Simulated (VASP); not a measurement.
MnSb:

```
CELL_PARAMETERS angstrom
0.00000 2.79502 2.79502
2.79502 0.00000 2.79502
2.79502 2.79502 0.00000
ATOMIC_POSITIONS crystal
Sb 0.50000 0.50000 0.50000
Mn 0.00000 0.00000 0.00000
```

The cell comes from a database or a generator and needn't be the stable form of this composition.

* Program: VASP 6.6.1
* Task: single point
* Functional: PBE
* Potentials or basis: VASP PAW PBE potentials, release 64 (Sb, Mn_pv)
* Cutoff: 520 eV
* k mesh: 8 × 8 × 8
* Occupations: fermi-dirac, width 0.05 eV
* Spin: collinear spin, ferromagnetic start
* Starting moments: [0.0, 4.0] μB

On this cell: pressure -0.4 GPa; largest force zero by symmetry; net moment 3.84 μB per cell; site moments Sb -0.10; Mn +3.76 μB; band gap on the k mesh none (metal or under the smearing width).

The same run follows on a disturbed copy (atoms moved at random, drawn with an rms of 0.05 Å):

```
Sb Mn
1.0
     0.00000    2.79502    2.79502
     2.79502    0.00000    2.79502
     2.79502    2.79502    0.00000
Sb Mn
1 1
Direct
  0.51672 0.49187 0.49484
  0.98984 0.01443 0.99744
```

What changes?

The energy (extrapolated to zero smearing) moves by +10.2 meV/atom; pressure -0.1 GPa; largest force 0.418 eV/Å; net moment 3.84 μB per cell; site moments Sb -0.10; Mn +3.76 μB; band gap on the k mesh none (metal or under the smearing width).

Forces in eV/Å, atoms in the order of the input:
```
Sb   0.299 -0.288 -0.050
Mn  -0.299  0.288  0.050
```

Stress tensor (GPa, compression positive):
```
 0.06  0.14  0.02
 0.14  0.03 -0.02
 0.02 -0.02 -0.45
```

Caveats: a cell with one magnetic atom can't hold antiferromagnetic order, which such compounds often take.
